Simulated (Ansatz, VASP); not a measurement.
**WC: VASP beside Ansatz**

File INCAR:

```
PREC     = Accurate       # precision mode
ENCUT    = 520            # plane-wave cutoff, eV
EDIFF    = 1E-7           # SCF threshold, eV
ISMEAR   = -1             # smearing method
SIGMA    = 0.05           # smearing width, eV
LREAL    = F              # projectors in reciprocal space
LASPH    = T              # aspherical terms in the spheres
NELM     = 100            # most SCF steps
ALGO     = Normal         # electronic algorithm
ISIF     = 2              # what is computed and relaxed
LWAVE    = F              # write WAVECAR
LCHARG   = F              # write CHGCAR
GGA      = PE             # functional
NBANDS   = 26             # bands
```

The input KPOINTS:

```
regular mesh
0
Gamma
  10 10 6
```

POSCAR

```
WC
1.0
    2.5822465935      0.0000000000      0.0000000000
   -1.2911232968      2.2362911488      0.0000000000
    0.0000000000      0.0000000000      5.2865349846
W C
2 2
Direct
    0.0000000000      0.0000000000      0.0000000000
    0.0000000000      0.0000000000      0.5000000000
    0.3333333333      0.6666666667      0.2500000000
    0.6666666667      0.3333333333      0.7500000000
```

Input for Ansatz:

```yaml
crystal:
  lattice:
    - [2.5822465935, 0.0, 0.0]
    - [-1.2911232968, 2.2362911488, 0.0]
    - [0.0, 0.0, 5.2865349846]
  atoms:
    - { symbol: W, position: [0.0, 0.0, 0.0] }
    - { symbol: W, position: [0.0, 0.0, 0.5] }
    - { symbol: C, position: [0.3333333333, 0.6666666667, 0.25] }
    - { symbol: C, position: [0.6666666667, 0.3333333333, 0.75] }
kpoints:
  mp_grid: { grid: [10, 10, 6] }
scf:
  occupations: { method: fermi_dirac, width: 0.05 }
hamiltonian:
  xc: pbe
  pseudopotentials: { kind: all_electron, lapw: { basis_error: 0.001 } }
output:
  forces: true
  stress: true
  eigenvalues: true
  populations: true
```

Change from the starting cell: volume scaled by 0.72, LAPW.

Alike in both runs: task single point; functional PBE; k mesh 10 × 10 × 6; occupations fermi-dirac, width 0.05 eV; no spin polarisation.

```csv
,VASP,Ansatz
version,VASP 6.6.1,Ansatz 0.2.0
potentials or method,"VASP PAW PBE potentials, release 64 (W_sv, C)","all-electron LAPW, scalar-relativistic"
plane-wave cutoff (eV),520,see its input
```

VASP gave:

```
pressure (GPa)                                  : 248.8
largest component of the traceless stress (GPa) : 0.30
```

Question: Estimate Ansatz's values.

Answer: Pressure (GPa): 242.3; largest component of the traceless stress (GPa): 0.18.

Ansatz ran all-electron here, so the differences hold the error of VASP's frozen core and of both bases.

Caveats: the cell as given lies far from equilibrium; so large a pressure means that the cell lies far from this level's equilibrium, or that cutoff or potentials fall short (VASP). The runs have no spin-orbit coupling, so splittings on W are missing.
